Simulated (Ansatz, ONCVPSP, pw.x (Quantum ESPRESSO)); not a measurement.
# What a changed setting does to a pw.x run (diamond Mo)

Potential: optimised norm-conserving Vanderbilt (ONCV), ONCVPSP 4.0.1.1 (patched build), LDA (Perdew-Wang 92); core [Ar] 3d10, reference 4s2 4p6 4d5 5s1; waves: 4s+5s: rc 1.50 bohr, ncon 4, nbas 7, qcut 7.5 1/bohr, 2 projectors; 4p: rc 1.45 bohr, ncon 3, nbas 6, qcut 11.5 1/bohr, 2 projectors, debl 1.5 Ha; 4d: rc 2.35 bohr, ncon 4, nbas 9, qcut 6.5 1/bohr, 1 projector; local part: polynomial inside 1.20 bohr (lpopt 4, dvloc0 6 Ha); core correction: Teter function, fcfact 1.5, rcfact 1.05.

The reference run (k-mesh 8³, cutoffs 100/400 Ry, Fermi–Dirac 0.01 Ry, mixing_beta 0.4, conv_thr 1e-9, no spin) gives 0.45 GPa at 21.696 Å³/atom, where all-electron LAPW gives -0.29 GPa. This run, with its own iteration cap, changes conv_thr to 1e-06.

```
&control
  calculation='scf', prefix='x', pseudo_dir='./', outdir='./tmp', tstress=.true., disk_io='none'
/
&system
  ibrav=0, nat=2, ntyp=1, ecutwfc=100, ecutrho=400, nbnd=23,
  occupations='smearing', smearing='fd', degauss=0.01
/
&electrons
  conv_thr=1e-06, mixing_beta=0.4, electron_maxstep=60
/
ATOMIC_SPECIES
Mo 1.0 Mo.UPF
CELL_PARAMETERS angstrom
  0.00000000 2.78907306 2.78907306
  2.78907306 0.00000000 2.78907306
  2.78907306 2.78907306 0.00000000
ATOMIC_POSITIONS crystal
Mo 0.0000 0.0000 0.0000
Mo 0.2500 0.2500 0.2500
K_POINTS automatic
8 8 8 0 0 0
```

```bash
pw.x < Mo.scf.in > Mo.scf.out
```

Question: How does the run end?

Answer: It converges in 6 iterations; the free energy moves by +0.0 meV/atom and the pressure by +0.02 GPa. The result is that of the reference run.

```
Message from routine setup:
     using ibrav=0 with symmetry is DISCOURAGED, use correct ibrav instead
     lattice parameter (alat)  =       7.4537  a.u.
     unit-cell volume          =     292.8237 (a.u.)^3
     number of electrons       =        28.00
     number of Kohn-Sham states=           23
     kinetic-energy cutoff     =     100.0000  Ry
     charge density cutoff     =     400.0000  Ry
     scf convergence threshold =      1.0E-06
     Exchange-correlation= SLA  PW   NOGX NOGC
     number of k points=    29  Fermi-Dirac smearing, width (Ry)=  0.0100
     iteration #  1     ecut=   100.00 Ry     beta= 0.40
     total energy              =    -273.85262255 Ry
     estimated scf accuracy    <       0.05564960 Ry
     iteration #  2     ecut=   100.00 Ry     beta= 0.40
     total energy              =    -273.85307927 Ry
     estimated scf accuracy    <       0.01134631 Ry
     iteration #  3     ecut=   100.00 Ry     beta= 0.40
     total energy              =    -273.85321807 Ry
     estimated scf accuracy    <       0.00132880 Ry
     iteration #  4     ecut=   100.00 Ry     beta= 0.40
     total energy              =    -273.85328196 Ry
     estimated scf accuracy    <       0.00003965 Ry
     iteration #  5     ecut=   100.00 Ry     beta= 0.40
     total energy              =    -273.85328689 Ry
     estimated scf accuracy    <       0.00000420 Ry
     iteration #  6     ecut=   100.00 Ry     beta= 0.40
     the Fermi energy is    13.6594 ev
!    total energy              =    -273.85328776 Ry
     estimated scf accuracy    <       0.00000006 Ry
     smearing contrib. (-TS)   =      -0.01168118 Ry
     The total energy is F=E-TS. E is the sum of the following terms:
     one-electron contribution =    -100.30528140 Ry
     hartree contribution      =      60.09894179 Ry
     xc contribution           =     -33.31356228 Ry
     ewald contribution        =    -200.32170469 Ry
     convergence has been achieved in   6 iterations
          total   stress  (Ry/bohr**3)                   (kbar)     P=        4.68
     Message from routine punch:
     Nothing written, as per user request (disk_io='none')
```

The run took about 34 s on one core of a shared host (Neoverse-V1, 32 threads, 247 GiB, load 24).
